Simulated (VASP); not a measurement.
# W (Im-3m) in VASP: further runs, part 2 of 2

VASP 6.6.1. The steps go on from the part before.

**5. Single point, PBEsol**

Input file INCAR:

```
SYSTEM = W
ALGO     = Normal         ! electronic algorithm
EDIFF    = 1E-7           ! SCF threshold, eV
ENCUT    = 520            ! plane-wave cutoff, eV
GGA      = PS             ! functional
ISIF     = 2              ! what is computed and relaxed
ISMEAR   = 0              ! smearing method
LASPH    = .TRUE.         ! aspherical terms in the spheres
LCHARG   = .FALSE.        ! write CHGCAR
LREAL    = .FALSE.        ! projectors in reciprocal space
LWAVE    = .FALSE.        ! write WAVECAR
NBANDS   = 13             ! bands
NELM     = 60             ! most SCF steps
PREC     = Accurate       ! precision mode
SIGMA    = 0.1            ! smearing width, eV
```

Input file KPOINTS:

```
k-points
0
G
  18 18 18
  0 0 0
```

Input file POSCAR:

```
W
1.0
   -1.6007500000      1.6007500000      1.6007500000
    1.6007500000     -1.6007500000      1.6007500000
    1.6007500000      1.6007500000     -1.6007500000
W
1
Direct
    0.0000000000      0.0000000000      0.0000000000
```

Potentials or basis: VASP PAW PBE potentials, release 64 (W_sv).

Run with:

```bash
> cat potpaw_PBE.64/W_sv/POTCAR > POTCAR
> mpirun -np 1 vasp_std > vasp.out
```

OUTCAR:

```text
SYSTEM = W
   EDIFF = 1E-7
   ENCUT = 520
   GGA = PS
   ISIF = 2
   ISMEAR = 0
   LASPH = .TRUE.
   LREAL = .FALSE.
   NELM = 60
   PREC = Accurate

 ion  position               nearest neighbor table
   1  0.000  0.000  0.000-

  LATTYP: Found a body centered cubic cell.
 ALAT       =     3.2015000000

  Lattice vectors:

 A1 = (  -1.6007500000,   1.6007500000,   1.6007500000)
 A2 = (   1.6007500000,  -1.6007500000,   1.6007500000)
 A3 = (   1.6007500000,   1.6007500000,  -1.6007500000)
[... 555 lines left out ...]
      4     -27.0671      2.00000
      5       5.1339      2.00000
      6       7.5192      2.00000
      7      10.1567      2.00000
      8      12.7104      0.00000
      9      13.9689      0.00000
     10      16.9275      0.00000
     11      21.2041      0.00000
     12      23.1872      0.00000
     13      27.0930      0.00000

 [... further k-points ...]
[... 5 lines left out ...]
  --------------------------------------------------------------------------------------
  -------------------------------------------------------------------------------------
  Total       -1.3051182     -1.3051182     -1.3051182      0.0000000      0.0000000     -0.0000000
  in kB     -127.4470886   -127.4470886   -127.4470886      0.0000000      0.0000000     -0.0000000
  external PRESSURE =    -127.4470886 kB  Pullay stress =       0.0000000 kB

 VOLUME and BASIS-vectors are now :
 -----------------------------------------------------------------------------
  energy-cutoff  :      520.00
  volume of cell :       16.41
      direct lattice vectors                 reciprocal lattice vectors
    -1.600750000  1.600750000  1.600750000     0.000000000  0.312353584  0.312353584
     1.600750000 -1.600750000  1.600750000     0.312353584  0.000000000  0.312353584
     1.600750000  1.600750000 -1.600750000     0.312353584  0.312353584  0.000000000

 POSITION                                       TOTAL-FORCE (eV/Angst)
 -----------------------------------------------------------------------------------
      0.00000      0.00000      0.00000         0.000000      0.000000      0.000000
 -----------------------------------------------------------------------------------
    total drift:                                0.000000      0.000000      0.000000

  FREE ENERGIE OF THE ION-ELECTRON SYSTEM (eV)
  ---------------------------------------------------
  free  energy   TOTEN  =       -13.7737413327 eV

  energy  without entropy=      -13.7700750093  energy(sigma->0) =      -13.77190817
```

OSZICAR:

```text
N       E                     dE             d eps       ncg     rms          rms(c)
DAV:   1     0.832257471129E+02    0.83226E+02   -0.75081E+03  5150   0.122E+03
DAV:   2    -0.128345252793E+02   -0.96060E+02   -0.92123E+02  5820   0.315E+02
DAV:   3    -0.144940793959E+02   -0.16596E+01   -0.16522E+01  5540   0.400E+01
DAV:   4    -0.145009782294E+02   -0.68988E-02   -0.68984E-02  5635   0.285E+00
DAV:   5    -0.145010364408E+02   -0.58211E-04   -0.58212E-04  5570   0.249E-01    0.203E+01
DAV:   6    -0.139232949595E+02    0.57774E+00   -0.48424E-01  5250   0.907E+00    0.777E+00
DAV:   7    -0.137789240715E+02    0.14437E+00   -0.23234E-01  5605   0.593E+00    0.706E-01
DAV:   8    -0.137739452027E+02    0.49789E-02   -0.48119E-03  5160   0.933E-01    0.116E-01
DAV:   9    -0.137737433804E+02    0.20182E-03   -0.16641E-04  5750   0.151E-01    0.373E-02
DAV:  10    -0.137737412722E+02    0.21082E-05   -0.12892E-05  5320   0.475E-02    0.199E-03
DAV:  11    -0.137737414304E+02   -0.15825E-06   -0.26140E-07  5141   0.575E-03    0.506E-04
DAV:  12    -0.137737413303E+02    0.10012E-06   -0.60524E-09  2865   0.109E-03    0.574E-05
DAV:  13    -0.137737413327E+02   -0.24040E-08   -0.52893E-10  2575   0.308E-04
   1 F= -.13773741E+02 E0= -.13771908E+02  d E =-.366632E-02
```

stdout:

```text
POSCAR found type information on POSCAR W
 POSCAR found :  1 types and       1 ions
 scaLAPACK will be used
 -----------------------------------------------------------------------------
|                                                                             |
|                                                                             |
|     You enforced a specific xc type in the INCAR file but a different       |
|     I HOPE YOU KNOW WHAT YOU ARE DOING!                                     |
|                                                                             |
 -----------------------------------------------------------------------------

 LDA part: xc-table for (Slater+PW92), standard interpolation
 POSCAR, INCAR and KPOINTS ok, starting setup
 FFT: planning ... GRIDC
 FFT: planning ... GRID_SOFT
 FFT: planning ... GRID
 WAVECAR not read
 entering main loop
```

It took 16 s on 1 thread of Intel Xeon Platinum 8488C (Sapphire Rapids), shared host; peak memory 0.17 GiB.

Results:

- Free energy: -13.7737 eV
- Pressure: -12.7 GPa
- Band gap on the k mesh: none (metal or under the smearing width)

Caveat: the PAW data sets were made with another functional, which shifts forces and pressure a little.

**6. The runs side by side**

| task | level | cell | k mesh | cutoff (eV) | mesh quality | gap on the mesh (eV) | pressure (GPa) | relaxed volume (Å³/atom) |
| --- | --- | --- | --- | --- | --- | --- | --- | --- |
| relaxation of cell and atoms | PBE+D3(BJ) | relaxed | 18 × 18 × 18 | 600 | not flagged | none | 0.0 | 15.80 |
| relaxation of cell and atoms | PBEsol | relaxed | 18 × 18 × 18 | 300 | not flagged | none | 0.0 | 15.69 |
| relaxation of cell and atoms | PBEsol | relaxed | 6 × 6 × 6 | 600 | coarse | none | 0.0 | 15.63 |
| single point | PBEsol | as given | 18 × 18 × 18 | 520 | not flagged | none | -12.7 | - |

Alike in all rows: potentials or basis VASP PAW PBE potentials, release 64 (W_sv); no spin polarisation; smearing gaussian 0.1 eV.

Caveats: some runs use coarse meshes; the PAW data sets were made with another functional, which shifts forces and pressure a little (some runs); pairwise dispersion overbinds metals, which lowers pressure and volume (some runs).

Total energies depend on the potentials used, so only differences within one code and one set of settings carry meaning.
